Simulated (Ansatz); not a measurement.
GaSb:

```
Sb Ga
1.0
     0.00000    3.05900    3.05900
     3.05900    0.00000    3.05900
     3.05900    3.05900    0.00000
Sb Ga
1 1
Direct
  0.75000 0.75000 0.75000
  0.00000 0.00000 0.00000
```

Program: Ansatz 0.2.0. Alike in all runs: potentials or basis Ansatz PAW; cell as given.

Problem. Order these runs on this cell by their band gap on the k mesh, lowest first.
A. level PBE0; spin off; k mesh 4 × 4 × 4; cutoff (eV) 420; smearing fermi-dirac 0.05 eV; points for each segment of the path 4; mesh quality coarse
B. level r2SCAN50; spin off; k mesh 4 × 4 × 4; cutoff (eV) 500; smearing fermi-dirac 0.05 eV; points for each segment of the path 4; mesh quality coarse
C. level HSE06; spin SOC, no magnetisation; k mesh 4 × 4 × 4; cutoff (eV) 420; smearing fermi-dirac 0.05 eV; mesh quality coarse
D. level r2SCANh+D4; spin off; k mesh 4 × 4 × 4; cutoff (eV) 500; smearing fermi-dirac 0.1 eV; mesh quality coarse
E. level RPBE; spin off; k mesh 8 × 8 × 8; cutoff (eV) 420; smearing fermi-dirac 0.05 eV; points for each segment of the path 14; mesh quality not flagged

Solution. E (0.13 eV), C (0.64 eV), D (0.96 eV), A (1.52 eV), B (3.08 eV).

Caveats: some runs use coarse meshes; spin-orbit coupling is left out, which moves the levels of the heavy elements (some runs).

A k mesh can miss the band edges.
